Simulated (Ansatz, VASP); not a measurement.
This is a calculation of ZrS for Ansatz 0.2.0.

File input.yaml:

```yaml
crystal:
  lattice:
    - [0.0, 2.659543435, 2.659543435]
    - [2.659543435, 0.0, 2.659543435]
    - [2.659543435, 2.659543435, 0.0]
  atoms:
    - { symbol: Zr, position: [0.0, 0.0, 0.0] }
    - { symbol: S, position: [0.5, 0.5, 0.5] }
hamiltonian:
  xc: pbesol
  pseudopotentials: { kind: paw }
kpoints:
  mp_grid: { grid: [9, 9, 9] }
scf:
  occupations: { method: fermi_dirac, width: 0.05 }
output:
  forces: true
  stress: true
  eigenvalues: true
```

Potentials or basis: Ansatz PAW.

Command:

```console
$ ansatz run input.yaml --threads 1 --pin off --max-ram 3584MiB --backend cpu --events-out ev --progress --plain --runs-dir out
```

Question: Translate it to VASP 6.6.1. Potentials there: VASP PAW PBE potentials, release 64 (Zr_sv, S).

Answer: As run (the cutoff follows the program's own potentials):

Contents of INCAR:

```
PREC     = Accurate       # precision mode
ENCUT    = 520            # plane-wave cutoff, eV
EDIFF    = 1E-7           # SCF threshold, eV
ISMEAR   = -1             # smearing method
SIGMA    = 0.05           # smearing width, eV
LREAL    = False          # projectors in reciprocal space
LASPH    = True           # aspherical terms in the spheres
NELM     = 80             # most SCF steps
ALGO     = Normal         # electronic algorithm
ISIF     = 2              # what is computed and relaxed
LWAVE    = False          # write WAVECAR
LCHARG   = False          # write CHGCAR
GGA      = PS             # functional
NBANDS   = 16             # bands
```

Contents of KPOINTS:

```
Automatic mesh
0
Gamma
  9 9 9
```

The input POSCAR:

```
ZrS
1.0
    0.0000000000      2.6595434350      2.6595434350
    2.6595434350      0.0000000000      2.6595434350
    2.6595434350      2.6595434350      0.0000000000
Zr S
1 1
Direct
    0.0000000000      0.0000000000      0.0000000000
    0.5000000000      0.5000000000      0.5000000000
```

Potentials or basis: VASP PAW PBE potentials, release 64 (Zr_sv, S).

Command:

```sh
$ cat potpaw_PBE.64/Zr_sv/POTCAR potpaw_PBE.64/S/POTCAR > POTCAR
$ mpirun -np 1 vasp_std > vasp.out
```

Both were run:

|  | VASP | Ansatz | Ansatz less VASP |
| --- | --- | --- | --- |
| gap on the k mesh at the Fermi level (eV) | none | none | - |
| pressure (GPa) | -10.5 | -10.7 | -0.17 |

A gap of «none» marks a metal or a gap that the smearing closes. The functional is the same, so the differences come from potentials, cutoffs and numerics.

Caveats: the PAW data sets were made with another functional, which shifts forces and pressure a little (VASP); the PAW data sets come from PBE, with cores solved anew for the run's functional, which leaves a small shift of forces and pressure (Ansatz).
